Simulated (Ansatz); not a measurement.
# AgBr (Fm-3m) in Ansatz: a series of runs

Runs on AgBr. Level: PBE. Tasks: single point, equation of state.

All numbers are computed with Ansatz 0.2.0; they aren't measurements. Logs are shortened: lines on timing, memory, paths and dates and some standing lists are left out, and cuts for length are marked.

## Step 1: The structure

Symmetry: Fm-3m, No. 225, cubic system. The conventional cell has a = 5.740 Å, b = 5.740 Å, c = 5.740 Å, α = 90.00°, β = 90.00°, γ = 90.00°. Ag (site symmetry m-3m) is surrounded by 6 Br at 2.87 Å. Br (site symmetry m-3m) has 6 Ag at 2.87 Å as nearest neighbours.

## Step 2: Single point, PBE, 22.22 Å³/atom (volume scaled by 0.94)

Input file input.yaml:

```yaml
crystal:
  lattice:
    - [0.0, 2.8115590699, 2.8115590699]
    - [2.8115590699, 0.0, 2.8115590699]
    - [2.8115590699, 2.8115590699, 0.0]
  atoms:
    - { symbol: Ag, position: [0.0, 0.0, 0.0] }
    - { symbol: Br, position: [0.5, 0.5, 0.5] }
hamiltonian:
  xc: pbe
  pseudopotentials: { kind: paw }
kpoints:
  mp_grid: { grid: [8, 8, 8] }
scf:
  occupations: { method: fermi_dirac, width: 0.05 }
output:
  forces: true
  stress: true
  eigenvalues: true
```

Potentials or basis: Ansatz PAW.

Started as:

```
$ ansatz run input.yaml --threads 2 --pin off --max-ram 5120MiB --backend cpu --events-out ev --progress --plain --runs-dir out
```

Standard output:

```text
Warning: RAYON_NUM_THREADS=2 ignored (pool sized by the plan → 2); use --threads N
Engine: ansatz 0.2.0, x86_64-unknown-linux-gnu
Pseudopotentials: kind: paw
Pseudopotential: Ag, paw, valence charge 19, recommended cutoff 420 eV (normal), Ag.paw.azcp
Pseudopotential: Br, paw, valence charge 7, recommended cutoff 420 eV (normal), Br.paw.azcp
Functional definition: PBE
  parameter kappa = 0.804
  parameter beta = 0.06672455060314922
  exchange = pbe_x(kappa = kappa, mu = beta*pi^2/3)
  correlation = pbe_c(beta = beta)
Crystal: 2 atoms, lattice volume = 44.450 Å³
Basis set: ecut = 420 eV, 893 PW (Γ), exchange–correlation on 54×54×54 points (8 copies of the dense FFT grid, shifted against one another)
Bands: 17, of which v1, the nominal top of the filled ones, is band 13 counted from 1 (12 counted from 0)
Symmetry: 48 space group operations
Space group: Fm-3m (ITA 225), of the structure as read, at distance tolerance 3.5e-5 Å
k-points: 29 of 512
Non-local potential: Ag, projectors of the file, l = 0: 3, l = 1: 2, l = 2: 2, l = 3: 1
Non-local potential: Br, projectors of the file, l = 0: 2, l = 1: 2, l = 2: 2
PAW form: soft (Blöchl's): semilocal exchange-correlation on the pseudo side does not see the compensation charge
PAW one-centre angular grid: Ag, 590 points (default); XC on 64 Gauss nodes
PAW one-centre angular grid: Br, 110 points (default); XC on 64 Gauss nodes
Initial density: superposition of atomic densities (neutral atoms: chi_scale 0, normalization atom), corrected by the library's trained network
Initial wavefunctions: pseudopotential atomic-orbital guess
Functional: x = pbe(κ = 0.804, μ = 0.2195149727645171), c = pbe(β = 0.06672455060314922)
SCF iter   1: F=—  HF=-10374.275462 eV  |F-HF|=—  |Δ(HF+E_count)|=         —  Δρ=5.30e-4  dr2=1.00e-4  ethr=1.77e-3  ⟨swp⟩=5.3  Hψ=2396  notcnv=0
preconditioner: auto → none  [insulator: Δε(μ)=0.665 eV  Ē_g=10.906 eV  σ=0.050 eV  W_gap=0.99  n_scr=14 (ndim 8)  ℏωp=23.6 eV  f_vac=0.015  D(μ)=0.00/eV (n_scr^D=0)  ε∞_Penn≈5.7]
SCF iter   2: F=—  HF=-10374.277091 eV  |F-HF|=—  |Δ(HF+E_count)|=   1.63e-3  Δρ=2.80e-4  dr2=1.81e-5  ethr=3.86e-7  ⟨swp⟩=3.0  Hψ=1375  notcnv=0
SCF iter   3: F=—  HF=-10374.277131 eV  |F-HF|=—  |Δ(HF+E_count)|=   3.93e-5  Δρ=1.97e-4  dr2=1.44e-5  ethr=6.94e-8  ⟨swp⟩=2.0  Hψ=870  notcnv=0
SCF iter   4: F=—  HF=-10374.277127 eV  |F-HF|=—  |Δ(HF+E_count)|=   3.29e-6  Δρ=5.69e-5  dr2=4.47e-7  ethr=5.54e-8  ⟨swp⟩=2.5  Hψ=770  notcnv=0
SCF iter   5: F=—  HF=-10374.277129 eV  |F-HF|=—  |Δ(HF+E_count)|=   2.08e-6  Δρ=2.23e-5  dr2=1.87e-7  ethr=1.72e-9  ⟨swp⟩=2.0  Hψ=871  notcnv=0
SCF iter   6: F=-10374.277129 eV  HF=-10374.277129 eV  |F-HF|=1.49e-9  |Δ(HF+E_count)|=   1.03e-8  Δρ=4.61e-6  dr2=7.55e-9  ethr=3.85e-10  ⟨swp⟩=5.2  Hψ=2115  notcnv=0
SCF 1 converged in 6 iterations: F = -10374.277129 eV  dr2 = 7.55e-9
SCF converged after 6 iterations
Free energy (F): -10374.277129 eV
Harris-Foulkes:  -10374.277129 eV  (|F-HF|=1.49e-9)
Internal energy: -10374.277113 eV  (E = F + TS)
E sigma→0 (E₀):  -10374.277121 eV
Entropy (-TS):   -0.000016 eV (-0.008 meV/atom)
Fermi energy:    9.694119 eV
--- Per-component energies (eV) ---
  E_band       = -340.512228
  E_kinetic    = 663.003799
  E_local      = -3233.473008  (includes V_loc(G=0)·N_el)
  E_nonlocal   = 153.882478
  E_hartree    = 1420.568838
  E_xc         = -448.275920
  E_vxc        = -337.074743  (∫ρ·V_xc dr)
  E_paw        = -6151.954732  (= ΣΔE_a)
  E_vpaw       = -427.994261  (= ΣTr[D̂ρ^β])
  E_aug_tail   = 0.000325  (compensation charges beyond the density's cutoff)
  E_ewald      = -2778.028894
  E_smearing   = -0.000016  (= −TS)
  E_closure    = -0.000000  (closes the sum)
  Σ components = -10374.277129   (vs F -10374.277129, Δ=0.00e0)
--- Forces (eV/Å), atoms counted from 1 ---
  atom   1  Ag    -0.00000000    -0.00000000     0.00000000
  atom   2  Br     0.00000000    -0.00000000     0.00000000
  max |Σ_I F_I| component: 1.05e-30 eV/Å
--- Stress (GPa, compression-positive) ---
        5.998274      -0.000000      -0.000000
       -0.000000       5.998274      -0.000000
       -0.000000       0.000000       5.998274
  P = ⅓ Tr σ = 5.9983 GPa (59.983 kbar)
--- Band table (eV; the first three rows and the last of 29) ---
  k-point 0: bands = ["-81.0392", "-44.5708", "-44.5708", "-44.5708", "-6.2178", "6.2048", "6.2048", "6.2048", "6.2061", "6.2061", "7.1229", "7.1229", "7.1229", "9.9583", "19.1916", "19.1916", "19.1916"]
  k-point 1: bands = ["-81.0392", "-44.5711", "-44.5708", "-44.5708", "-6.1455", "5.7620", "5.7620", "5.8039", "6.2549", "6.2549", "6.7747", "7.6472", "7.6472", "10.8500", "17.8071", "18.8490", "18.8490"]
  k-point 2: bands = ["-81.0391", "-44.5720", "-44.5709", "-44.5709", "-5.9617", "4.7074", "5.1976", "5.1976", "6.3790", "6.3790", "6.7514", "8.4223", "8.4223", "12.2362", "16.4408", "17.4973", "17.4973"]
  k-point 28: bands = ["-81.0391", "-44.5724", "-44.5724", "-44.5717", "-5.6088", "4.6546", "4.8923", "4.8923", "6.6848", "6.7222", "6.7726", "6.7726", "7.5668", "13.1657", "16.4465", "16.9629", "16.9629"]
```

It took 0.7 s on 2 threads of AMD EPYC 7B13 (Zen 3), shared host; peak memory 0.38 GiB.

Results:

```
Free energy            : -10374.2771 eV
Pressure               : 6.0 GPa
Band gap on the k mesh : 0.67 eV, indirect (least direct gap 2.84 eV)
```

## Step 3: Single point, PBE, 22.70 Å³/atom (volume scaled by 0.96)

Edit input.yaml of step 2 so:

```diff
@@ -2,5 +2,5 @@
   lattice:
-    - [0.0, 2.8115590699, 2.8115590699]
-    - [2.8115590699, 0.0, 2.8115590699]
-    - [2.8115590699, 2.8115590699, 0.0]
+    - [0.0, 2.8313594341, 2.8313594341]
+    - [2.8313594341, 0.0, 2.8313594341]
+    - [2.8313594341, 2.8313594341, 0.0]
   atoms:
```

Potentials or basis: Ansatz PAW.

Started as:

```
$ ansatz run input.yaml --threads 2 --pin off --max-ram 5120MiB --backend cpu --events-out ev --progress --plain --runs-dir out
```

Run time: 0.84 s. Hardware: 2 threads of AMD EPYC 7B13 (Zen 3), shared host; peak memory 0.4 GiB.

Results (log left out):

| Item | Value |
| --- | --- |
| Free energy | -10374.3084 eV |
| Pressure | 4.6 GPa |
| Band gap on the k mesh | 0.67 eV, indirect (least direct gap 2.75 eV) |

## Step 4: Single point, PBE, 23.17 Å³/atom (volume scaled by 0.98)

Edit input.yaml of step 3 so:

```diff
@@ -2,5 +2,5 @@
   lattice:
-    - [0.0, 2.8313594341, 2.8313594341]
-    - [2.8313594341, 0.0, 2.8313594341]
-    - [2.8313594341, 2.8313594341, 0.0]
+    - [0.0, 2.8508866679, 2.8508866679]
+    - [2.8508866679, 0.0, 2.8508866679]
+    - [2.8508866679, 2.8508866679, 0.0]
   atoms:
```

Started as:

```
$ ansatz run input.yaml --threads 2 --pin off --max-ram 5120MiB --backend cpu --events-out ev --progress --plain --runs-dir out
```

Run time: 0.73 s. Hardware: 2 threads of AMD EPYC 7B13 (Zen 3), shared host; peak memory 0.4 GiB.

It converged, with:

| Quantity | Value |
| --- | --- |
| Free energy | -10374.3320 eV |
| Pressure | 3.4 GPa |
| Band gap on the k mesh | 0.67 eV, indirect (least direct gap 2.68 eV) |

## Step 5: Single point, PBE, 23.64 Å³/atom

Edit input.yaml of step 4 so:

```diff
@@ -2,5 +2,5 @@
   lattice:
-    - [0.0, 2.8508866679, 2.8508866679]
-    - [2.8508866679, 0.0, 2.8508866679]
-    - [2.8508866679, 2.8508866679, 0.0]
+    - [0.0, 2.87015, 2.87015]
+    - [2.87015, 0.0, 2.87015]
+    - [2.87015, 2.87015, 0.0]
   atoms:
```

Started as:

```
$ ansatz run input.yaml --threads 2 --pin off --max-ram 5120MiB --backend cpu --events-out ev --progress --plain --runs-dir out
```

Run time: 0.83 s. Hardware: 2 threads of AMD EPYC 7B13 (Zen 3), shared host; peak memory 0.41 GiB.

It converged, with:

```yaml
Free_energy: -10374.3489 eV
Pressure: 2.3 GPa
Band_gap_on_the_k_mesh: 0.67 eV, indirect (least direct gap 2.61 eV)
```

## Step 6: Single point, PBE, 24.12 Å³/atom (volume scaled by 1.02)

Edit input.yaml of step 5 so:

```diff
@@ -2,5 +2,5 @@
   lattice:
-    - [0.0, 2.87015, 2.87015]
-    - [2.87015, 0.0, 2.87015]
-    - [2.87015, 2.87015, 0.0]
+    - [0.0, 2.8891581698, 2.8891581698]
+    - [2.8891581698, 0.0, 2.8891581698]
+    - [2.8891581698, 2.8891581698, 0.0]
   atoms:
```

Potentials or basis: Ansatz PAW.

Started as:

```
$ ansatz run input.yaml --threads 2 --pin off --max-ram 5120MiB --backend cpu --events-out ev --progress --plain --runs-dir out
```

Run time: 0.69 s. Hardware: 2 threads of AMD EPYC 7B13 (Zen 3), shared host; peak memory 0.4 GiB.

The run converged. Its results:

```
Free energy            : -10374.3597 eV
Pressure               : 1.4 GPa
Band gap on the k mesh : 0.68 eV, indirect (least direct gap 2.54 eV)
```

## Step 7: Single point, PBE, 24.59 Å³/atom (volume scaled by 1.04)

Edit input.yaml of step 6 so:

```diff
@@ -2,5 +2,5 @@
   lattice:
-    - [0.0, 2.8891581698, 2.8891581698]
-    - [2.8891581698, 0.0, 2.8891581698]
-    - [2.8891581698, 2.8891581698, 0.0]
+    - [0.0, 2.9079194629, 2.9079194629]
+    - [2.9079194629, 0.0, 2.9079194629]
+    - [2.9079194629, 2.9079194629, 0.0]
   atoms:
@@ -19 +19,5 @@
   eigenvalues: true
+  write_density: true
+  write_potential: true
+  elf: true
+  volumetric_format: npy
```

Started as:

```
$ ansatz run input.yaml --threads 2 --pin off --max-ram 5120MiB --backend cpu --events-out ev --progress --plain --runs-dir out
```

It took 0.92 s on 2 threads of AMD EPYC 7B13 (Zen 3), shared host; peak memory 0.42 GiB.

It converged, with:

| Property | Result |
| --- | --- |
| Free energy | -10374.3652 eV |
| Pressure | 0.5 GPa |
| Band gap on the k mesh | 0.68 eV, indirect (least direct gap 2.48 eV) |

## Step 8: Single point, PBE, 25.06 Å³/atom (volume scaled by 1.06)

Edit input.yaml of step 7 so:

```diff
@@ -2,5 +2,5 @@
   lattice:
-    - [0.0, 2.9079194629, 2.9079194629]
-    - [2.9079194629, 0.0, 2.9079194629]
-    - [2.9079194629, 2.9079194629, 0.0]
+    - [0.0, 2.9264417423, 2.9264417423]
+    - [2.9264417423, 0.0, 2.9264417423]
+    - [2.9264417423, 2.9264417423, 0.0]
   atoms:
```

Started as:

```
$ ansatz run input.yaml --threads 2 --pin off --max-ram 5120MiB --backend cpu --events-out ev --progress --plain --runs-dir out
```

Wall time 0.94 s (2 threads of AMD EPYC 7B13 (Zen 3), shared host); peak memory 0.41 GiB.

The run converged. Its results:

```yaml
Free_energy: -10374.3660 eV
Pressure: -0.2 GPa
Band_gap_on_the_k_mesh: 0.69 eV, indirect (least direct gap 2.42 eV)
```

## Step 9: Equation of state, PBE

Potentials or basis: Ansatz PAW.

This step only gathers the single runs of the series.

What came out:

- Equilibrium volume: 24.91 Å³/atom
- Bulk modulus: 39 GPa
- Pressure derivative of the bulk modulus: 5.4

Energy against volume, from the lowest point:
```
volume (Å³/atom)  energy (meV/atom)
          22.225              44.45
          22.698              28.81
          23.171              17.00
          23.644               8.58
          24.116               3.16
          24.589               0.40
          25.062               0.00
```

PBE usually gives volumes a little too large and moduli too small. Zero-point motion and thermal expansion aren't in these numbers.
